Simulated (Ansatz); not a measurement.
# Si16HC16: the cost of one run

Method: DFT PBE, scalar-relativistic, plane waves, PAW, in Ansatz 0.2.0.

2 further runs of the same task are left out: 2 set aside as unsound or not needed.

## (1) The system as given

It takes space group P6_3mc (No. 186, hexagonal). The conventional cell has a = 3.094 Å, b = 3.094 Å, c = 10.129 Å, α = 90.00°, β = 90.00°, γ = 120.00°. Around Si (site symmetry 3m) lie 4 C at 1.90 Å. Si (site symmetry 3m) has 4 C at 1.89 to 1.90 Å as nearest neighbours. C (site symmetry 3m) has 4 Si at 1.89 to 1.90 Å as nearest neighbours. Around C (site symmetry 3m) lie 4 Si at 1.90 Å.

Coordinates:

```
CELL_PARAMETERS angstrom
3.09412 0.00000 0.00000
-1.54706 2.67959 0.00000
0.00000 0.00000 10.12934
ATOMIC_POSITIONS crystal
Si 0.66667 0.33333 0.93784
Si 0.33333 0.66667 0.43784
Si 0.00000 0.00000 0.68790
Si 0.00000 0.00000 0.18790
C 0.66667 0.33333 0.74981
C 0.33333 0.66667 0.24981
C 0.00000 0.00000 0.50045
C 0.00000 0.00000 0.00045
```

It goes back to an entry of the Materials Project.

This cell was relaxed beforehand with the same method: volume 10.50 Å³/atom, gap on the mesh 2.22 eV.

## (2) Relaxing the first end

The supercell's rows are 0 -2 0; -2 0 0; 0 0 -1 in vectors of the relaxed cell. Atom 33 is the H that will move.

input.yaml

```yaml
crystal:
  lattice:
    - [3.0941201802, -5.3591733569, 0.0]
    - [-6.1882403605, 1.0e-10, 0.0]
    - [0.0, 0.0, -10.1293392031]
  atoms:
    - { symbol: Si, position: [0.3333333333, 0.1666666667, 0.0621558122] }
    - { symbol: Si, position: [0.8333333333, 0.1666666667, 0.0621558122] }
    - { symbol: Si, position: [0.3333333333, 0.6666666667, 0.0621558122] }
    - { symbol: Si, position: [0.8333333333, 0.6666666667, 0.0621558122] }
    - { symbol: Si, position: [0.1666666667, 0.3333333333, 0.5621558122] }
    - { symbol: Si, position: [0.6666666667, 0.3333333333, 0.5621558122] }
    - { symbol: Si, position: [0.1666666667, 0.8333333333, 0.5621558122] }
    - { symbol: Si, position: [0.6666666667, 0.8333333333, 0.5621558122] }
    - { symbol: Si, position: [0.5, 0.5, 0.3121004435] }
    - { symbol: Si, position: [1.0, 0.5, 0.3121004435] }
    - { symbol: Si, position: [0.5, 1.0, 0.3121004435] }
    - { symbol: Si, position: [1.0, 1.0, 0.3121004435] }
    - { symbol: Si, position: [0.5, 0.5, 0.8121004435] }
    - { symbol: Si, position: [1.0, 0.5, 0.8121004435] }
    - { symbol: Si, position: [0.5, 1.0, 0.8121004435] }
    - { symbol: Si, position: [1.0, 1.0, 0.8121004435] }
    - { symbol: C, position: [0.3333333333, 0.1666666667, 0.2501925541] }
    - { symbol: C, position: [0.8333333333, 0.1666666667, 0.2501925541] }
    - { symbol: C, position: [0.3333333333, 0.6666666667, 0.2501925541] }
    - { symbol: C, position: [0.8333333333, 0.6666666667, 0.2501925541] }
    - { symbol: C, position: [0.1666666667, 0.3333333333, 0.7501925541] }
    - { symbol: C, position: [0.6666666667, 0.3333333333, 0.7501925541] }
    - { symbol: C, position: [0.1666666667, 0.8333333333, 0.7501925541] }
    - { symbol: C, position: [0.6666666667, 0.8333333333, 0.7501925541] }
    - { symbol: C, position: [0.0, 0.0, 0.4995521902] }
    - { symbol: C, position: [0.5, 0.0, 0.4995521902] }
    - { symbol: C, position: [0.0, 0.5, 0.4995521902] }
    - { symbol: C, position: [0.5, 0.5, 0.4995521902] }
    - { symbol: C, position: [0.0, 0.0, 0.9995521902] }
    - { symbol: C, position: [0.5, 0.0, 0.9995521902] }
    - { symbol: C, position: [0.0, 0.5, 0.9995521902] }
    - { symbol: C, position: [0.5, 0.5, 0.9995521902] }
    - { symbol: H, position: [0.6943093758, 0.8502512821, 0.1469158723], spin: 1.0 }
basis:
  ecutwfc: 420
  xc_grid: 2
kpoints:
  mp_grid: { grid: [2, 2, 2], shift: [0.0, 0.0, 0.0] }
hamiltonian:
  xc: pbe
scf:
  occupations: { method: gaussian, width: 0.02 }
output:
  forces: true
  stress: false
  eigenvalues: true
  populations: true
magnetization:
  spin_polarized: true
relax:
  adjacent_minimum: "off"
  f_tol: 0.02
  max_steps: 60
```

Started as:

```
> ansatz run input.yaml --threads 4 --pin off --max-ram 8192MiB --backend cpu --events-out ev --progress --plain --runs-dir out
```

What time and memory should one allow on 4 threads of AMD EPYC, shared host?

About 2.4 min, with a peak of 1.4 GiB.
